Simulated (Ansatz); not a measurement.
# SiNi: response to strain

Aim: deform SiNi (zz strain of -3 %) and compute stress, forces and field gradients with LAPW, PAW and all-electron datasets made for the crystal.

Computed with Ansatz 0.2.0 (DFT PBE, scalar-relativistic, unless a step's input says otherwise).

**1. The structure to begin with**

It takes space group Pmmn (No. 59, orthorhombic). The conventional cell has a = 3.027 Å, b = 3.273 Å, c = 4.698 Å, α = 90.00°, β = 90.00°, γ = 90.00°. Si (site symmetry mm2) has 6 Ni at 2.34 to 2.40 Å and 4 Si at 2.68 Å as nearest neighbours. Around Ni (site symmetry mm2) lie 6 Si at 2.34 to 2.40 Å and 4 Ni at 2.67 Å.

As a file:

```
Si Ni
1.0
     3.02662    0.00000    0.00000
     0.00000    3.27350    0.00000
     0.00000    0.00000    4.69776
Si Ni
2 2
Direct
  0.50000 0.50000 0.84230
  0.00000 0.00000 0.15770
  0.50000 0.50000 0.34422
  0.00000 0.00000 0.65578
```

Atoms are numbered in the order of the input: Si1, Si2, Ni3, Ni4.

**2. The deformed structure**

Space group Pmmn before, Pmmn after.

**3. All-electron LAPW**

The input, input.yaml:

```yaml
crystal:
  lattice:
    - [3.02662, 0.0, 0.0]
    - [0.0, 3.2735, 0.0]
    - [0.0, 0.0, 4.5568272]
  atoms:
    - { symbol: Si, position: [0.5, 0.5, 0.8423] }
    - { symbol: Si, position: [0.0, 0.0, 0.1577] }
    - { symbol: Ni, position: [0.5, 0.5, 0.34422], spin: 1.5 }
    - { symbol: Ni, position: [0.0, 0.0, 0.65578], spin: 1.5 }
magnetization:
  spin_polarized: true
kpoints:
  mp_grid: { grid: [11, 10, 7] }
  band_path:
    path:
      - [0.0, 0.0, 0.0]
      - [0.5, 0.0, 0.0]
      - [0.5, 0.5, 0.0]
      - [0.0, 0.5, 0.0]
      - [0.0, 0.0, 0.0]
      - [0.0, 0.0, 0.5]
      - [0.5, 0.0, 0.5]
      - [0.5, 0.5, 0.5]
      - [0.0, 0.5, 0.5]
    npoints: 5
scf:
  occupations: { method: fermi_dirac, width: 0.05 }
hamiltonian:
  xc: pbe
  pseudopotentials: { kind: all_electron, lapw: { basis_error: 0.001 } }
output:
  forces: true
  stress: true
  eigenvalues: true
```

Started as:

```console
ansatz run input.yaml --threads 1 --pin off --max-ram 6144MiB --backend cpu --events-out ev --progress --plain --runs-dir out
```

Log, shortened:

```text
LAPW: plane waves up to 9.124 Å⁻¹, error target 1.0e-3 eV per atom; small_component_spin mean_spin; Si in spheres of 1.037 Å, 12 of its electrons in bands, Dirac shells []; Ni in spheres of 1.233 Å, 18 of its electrons in bands, Dirac shells []
[...]
Pseudopotentials: kind: all_electron
Pseudopotential: Si, LAPW, valence charge 12, Koelling and Harmon's equation, gaussian nucleus
Pseudopotential: Ni, LAPW, valence charge 18, Koelling and Harmon's equation, gaussian nucleus
Functional definition: PBE
[...]
Crystal: 4 atoms, lattice volume = 45.147 Å³
Basis set: ecut = 317.18089471185635 eV, 577 PW (Γ), exchange–correlation at level 2
Bands: 38, of which v1, the nominal top of the filled ones, is band 30 counted from 1 (29 counted from 0)
Symmetry: 8 space group operations
Space group: Pmmn (ITA 59), of the structure as read, at distance tolerance 3.6e-5 Å
Magnetic group: BNS 59.405 (UNI 503), of the structure as read, at distance tolerance 3.6e-5 Å
k-points: 144 of 770
[...]
Starting moments: Σ|m| = 3 μB on 2 of 4 sites
[...]
SCF iter   1: F=—  HF=-98552.625608 eV  |F-HF|=—  |Δ(HF+E_count)|=         —  Δρ=6.20e-2 (↑4.11e-2 ↓6.20e-2)  dr2=1.16e0  dr2_m=9.73e-1  M=0.202 μB ∫|m|=0.386 μB  β_m=0.30  ethr=1.93e-3  ⟨swp⟩=2.0  Hψ=72129  notcnv=0
[...]
spin=Collinear: Kerker preconditioning applied to the charge; magnetization (m = ρ↑ − ρ↓) channel mixes plain (no charge-response kernel on spin).
[...]
the basis was enlarged: its passes take 1.2 MiB over the memory plan, 2 of 2 planned eigensolver slots
[...]
SCF iter  13: F=-98551.988512 eV  HF=-98551.988512 eV  |F-HF|=4.37e-11  |Δ(HF+E_count)|=  1.46e-10  Δρ=6.13e-8 (↑6.13e-8 ↓5.78e-8)  dr2=1.24e-11  dr2_m=1.82e-14  M=0.000 μB ∫|m|=0.000 μB  ethr=2.71e-12 (applied; sched 1.00e-12)  ⟨swp⟩=2.0  Hψ=29456  notcnv=0
[...]
WARN: the starting moments were not kept: the SCF closed with an absolute magnetisation of 4.3e-7 μB, where they sum to 3 μB in size (2 sites). That is at most 0.1 of that sum. Measured as dr2_m measures the in/out step, that magnetisation stands 5.8e-15 eV from none, at or under the [...]
NSCF: frozen V_eff on 41 k-points
SCF converged after 13 iterations
Magnetization: 0.0000 μB (30.0000 up, 30.0000 down)
Absolute magnetization: 0.0000 μB (∫|ρ↑−ρ↓|)
Spin contamination: 0.0000 ħ² per cell (⟨S²⟩ above its minimum at these occupations)
Per-site moments (μB) at R_I (Å): [(3.738013454324118e-9, 1.0369205189834205), (3.738013454324118e-9, 1.0369205189834205), (6.374854777391192e-8, 1.2327439389719428), (6.374854777391192e-8, 1.2327439389719428)]
Free energy (F): -98551.988512 eV
[...]
E sigma→0 (E₀):  -98551.983084 eV
Entropy (-TS):   -0.010856 eV (-2.714 meV/atom)
Fermi energy:    17.429466 eV
[...]
--- Forces (eV/Å), atoms counted from 1 ---
  atom   1  Si     0.00000000     0.00000000     0.18994226
  atom   2  Si     0.00000000    -0.00000000    -0.18994226
  atom   3  Ni     0.00000000     0.00000000     0.04950981
  atom   4  Ni     0.00000000    -0.00000000    -0.04950981
[...]
--- Stress (GPa, compression-positive) ---
        4.857068       0.000000      -0.000000
        0.000000       5.059301       0.000000
       -0.000000       0.000000      16.405159
  P = ⅓ Tr σ = 8.7738 GPa (87.738 kbar)
--- Band table (eV; the first three rows and the last of 288) ---
[...]
```

It took 1.8 min on 1 thread of Intel Xeon 6975P-C (Granite Rapids), shared host; peak memory 1.3 GiB.

Read from it: pressure 8.77 GPa; no gap; largest force 0.190 eV/Å; the start moments died away.

**4. Frozen-core PAW**

The input, input.yaml:

```yaml
crystal:
  lattice:
    - [3.02662, 0.0, 0.0]
    - [0.0, 3.2735, 0.0]
    - [0.0, 0.0, 4.5568272]
  atoms:
    - { symbol: Si, position: [0.5, 0.5, 0.8423] }
    - { symbol: Si, position: [0.0, 0.0, 0.1577] }
    - { symbol: Ni, position: [0.5, 0.5, 0.34422], spin: 1.5 }
    - { symbol: Ni, position: [0.0, 0.0, 0.65578], spin: 1.5 }
magnetization:
  spin_polarized: true
kpoints:
  mp_grid: { grid: [11, 10, 7] }
scf:
  occupations: { method: fermi_dirac, width: 0.05 }
hamiltonian:
  xc: pbe
  pseudopotentials: { kind: paw }
output:
  forces: true
  stress: true
  eigenvalues: true
  efg: { contact_densities: true }
```

Started as:

```console
ansatz run input.yaml --threads 1 --pin off --max-ram 6144MiB --backend cpu --events-out ev --progress --plain --runs-dir out
```

Log, shortened:

```text
[...]
Pseudopotentials: kind: paw
Pseudopotential: Si, paw, valence charge 4, recommended cutoff 420 eV (normal)
Pseudopotential: Ni, paw, valence charge 18, recommended cutoff 420 eV (normal)
[... 1 set-up line as earlier in the session ...]
[...]
Crystal: 4 atoms, lattice volume = 45.147 Å³
Basis set: ecut = 420 eV, 879 PW (Γ), exchange–correlation on 48×48×64 points (8 copies of the dense FFT grid, shifted against one another)
Bands: 29, of which v1, the nominal top of the filled ones, is band 22 counted from 1 (21 counted from 0)
[... 2 set-up lines as earlier in the session ...]
Magnetic group: BNS 59.405 (UNI 503), of the structure as read, at distance tolerance 3.6e-5 Å
k-points: 144 of 770
[...]
Starting moments: Σ|m| = 3 μB on 2 of 4 sites
[...]
SCF iter   1: F=—  HF=-12950.821350 eV  |F-HF|=—  |Δ(HF+E_count)|=         —  Δρ=1.72e-1 (↑1.72e-1 ↓1.07e-1)  dr2=1.80e0  dr2_m=7.77e0  M=0.077 μB ∫|m|=0.341 μB  β_m=0.30  ethr=3.10e-3  ⟨swp⟩=5.8  Hψ=33329  notcnv=0
[...]
WARN: the starting moments were not kept: the SCF closed with an absolute magnetisation of 1.2e-6 μB, where they sum to 3 μB in size (2 sites). That is at most 0.1 of that sum. Measured as dr2_m measures the in/out step, that magnetisation stands 7.7e-13 eV from none, at or under the [...]
        0.000000       5.064098       0.000000
       -0.000000       0.000000      16.482448
  P = ⅓ Tr σ = 8.8069 GPa (88.069 kbar)
--- PAW observables at the nuclei: V_zz in 10²¹ V/m², potentials from the cell's mean, atoms counted from 1 ---
  atom   1  Si V_zz =    -4.267059   η = 0.3982   by run symmetry: allowed
            electrostatic potential = -1367.240729 V   contact ρ = 12810.980558 e/Å³   contact ρ_s (e/Å³): all electrons -0.000001, valence -0.000001
  atom   2  Si V_zz =    -4.267059   η = 0.3982   by run symmetry: allowed
            electrostatic potential = -1367.240729 V   contact ρ = 12810.980558 e/Å³   contact ρ_s (e/Å³): all electrons -0.000001, valence -0.000001
  atom   3  Ni V_zz =    -1.254806   η = 0.1390   by run symmetry: allowed
            electrostatic potential = -3574.320961 V   contact ρ = 130405.180110 e/Å³   contact ρ_s (e/Å³): all electrons +0.000000, valence -0.000001
  atom   4  Ni V_zz =    -1.254806   η = 0.1390   by run symmetry: allowed
            electrostatic potential = -3574.320961 V   contact ρ = 130405.180110 e/Å³   contact ρ_s (e/Å³): all electrons +0.000000, valence -0.000001
--- Band table (eV; the first three rows and the last of 288) ---
[...]
```

Run time: 16 s. Hardware: 1 thread of Intel Xeon 6975P-C (Granite Rapids), shared host; peak memory 0.65 GiB.

In short: pressure 8.81 GPa; no gap; largest force 0.191 eV/Å; the start moments died away; Vzz Si1 -4.27 (η = 0.40), Ni3 -1.25 (η = 0.14) (10²¹ V/m²).

**5. Datasets made for this crystal**

input.yaml, as its differences from that of step 4:

```diff
@@ -18,3 +18,3 @@
   xc: pbe
-  pseudopotentials: { kind: paw }
+  pseudopotentials: { kind: all_electron, datasets: crystal }
 output:
```

Started as:

```console
ansatz run input.yaml --threads 1 --pin off --max-ram 6144MiB --backend cpu --events-out ev --progress --plain --runs-dir out
```

Log, shortened:

```text
[...]
[... 1 set-up line as earlier in the session ...]
Pseudopotential: Si, paw, valence charge 12, recommended cutoff 360 eV (normal), Koelling and Harmon's equation, gaussian nucleus
Pseudopotential: Ni, paw, valence charge 18, recommended cutoff 360 eV (normal), Koelling and Harmon's equation, gaussian nucleus
[... 1 set-up line as earlier in the session ...]
[...]
a search for the magnetic state begins, with frozen cores and fixed partial waves. It gives no result and prints no iterations
the search for the magnetic state of this step took 11 SCF iterations with frozen cores. It stayed in its first state, in which the spheres begin
Crystal: 4 atoms, lattice volume = 45.147 Å³
Basis set: ecut = 360 eV, 701 PW (Γ), exchange–correlation on 40×48×60 points (8 copies of the dense FFT grid, shifted against one another)
Bands: 38, of which v1, the nominal top of the filled ones, is band 30 counted from 1 (29 counted from 0)
[... 2 set-up lines as earlier in the session ...]
[...]
WARN: the starting moments were not kept: the SCF closed with an absolute magnetisation of 4.2e-9 μB, where they sum to 3 μB in size (2 sites). That is at most 0.1 of that sum. Measured as dr2_m measures the in/out step, that magnetisation stands 4.2e-18 eV from none, at or under the [...]
        0.000000       5.060236       0.000000
       -0.000000       0.000000      16.404273
  P = ⅓ Tr σ = 8.7738 GPa (87.738 kbar)
--- PAW observables at the nuclei: V_zz in 10²¹ V/m², potentials from the cell's mean, atoms counted from 1 ---
  atom   1  Si V_zz =    -4.250796   η = 0.3987   by run symmetry: allowed
            electrostatic potential = -1367.090397 V   contact ρ = 12819.966132 e/Å³   contact ρ_s (e/Å³): all electrons +0.000000, valence +0.000000
  atom   2  Si V_zz =    -4.250796   η = 0.3987   by run symmetry: allowed
            electrostatic potential = -1367.090397 V   contact ρ = 12819.966132 e/Å³   contact ρ_s (e/Å³): all electrons +0.000000, valence +0.000000
  atom   3  Ni V_zz =    -1.252227   η = 0.1442   by run symmetry: allowed
            electrostatic potential = -3574.363471 V   contact ρ = 130476.525472 e/Å³   contact ρ_s (e/Å³): all electrons +0.000000, valence +0.000000
  atom   4  Ni V_zz =    -1.252227   η = 0.1442   by run symmetry: allowed
            electrostatic potential = -3574.363471 V   contact ρ = 130476.525472 e/Å³   contact ρ_s (e/Å³): all electrons +0.000000, valence +0.000000
--- Band table (eV; the first three rows and the last of 288) ---
[...]
```

Run time: 89 s. Hardware: 1 thread of Intel Xeon 6975P-C (Granite Rapids), shared host; peak memory 1.6 GiB.

This run gives: pressure 8.77 GPa; no gap; largest force 0.190 eV/Å; the start moments died away; Vzz Si1 -4.25 (η = 0.40), Ni3 -1.25 (η = 0.14) (10²¹ V/m²).

**6. Side by side**

Stress (GPa, compression positive):

| method | xx | yy | zz | yz | xz | xy |
| --- | --- | --- | --- | --- | --- | --- |
| LAPW | 4.86 | 5.06 | 16.41 | 0.00 | 0.00 | 0.00 |
| PAW | 4.87 | 5.06 | 16.48 | 0.00 | 0.00 | 0.00 |
| crystal datasets | 4.86 | 5.06 | 16.40 | 0.00 | 0.00 | 0.00 |

Forces (eV/Å):

```csv
atom,LAPW x,LAPW y,LAPW z,PAW x,PAW y,PAW z,crystal datasets x,crystal datasets y,crystal datasets z
Si1,0.000,0.000,0.190,0.000,0.000,0.191,0.000,0.000,0.190
Si2,0.000,0.000,-0.190,0.000,0.000,-0.191,0.000,0.000,-0.190
Ni3,0.000,0.000,0.050,0.000,0.000,0.046,0.000,0.000,0.050
Ni4,0.000,0.000,-0.050,0.000,0.000,-0.046,0.000,0.000,-0.050
```

| method | pressure (GPa) | largest force (eV/Å) | Vzz Si1 (10²¹ V/m²) | Vzz Ni3 (10²¹ V/m²) | SCF cycles, all passes |
| --- | --- | --- | --- | --- | --- |
| LAPW | 8.77 | 0.190 | – | – | 13 |
| PAW | 8.81 | 0.191 | -4.27 | -1.25 | 12 |
| crystal datasets | 8.77 | 0.190 | -4.25 | -1.25 | 12 |

**7. Results**

| quantity | value |
| --- | --- |
| pressure | LAPW 8.77, PAW 8.81, crystal datasets 8.77 GPa |
| largest shear or deviatoric stress (LAPW) | 7.63 GPa |

**Reading.** The largest part of the stress beyond the pressure is 7.63 GPa in size, in the zz component; the atoms are carried along and not relaxed. No run of the undeformed cell stands beside it, so the pressure holds what the given cell had before the change. PAW: stress within 0.08 GPa of LAPW, forces within 3 meV/Å. Crystal datasets: stress within 0.01 GPa of LAPW, forces within 1 meV/Å.
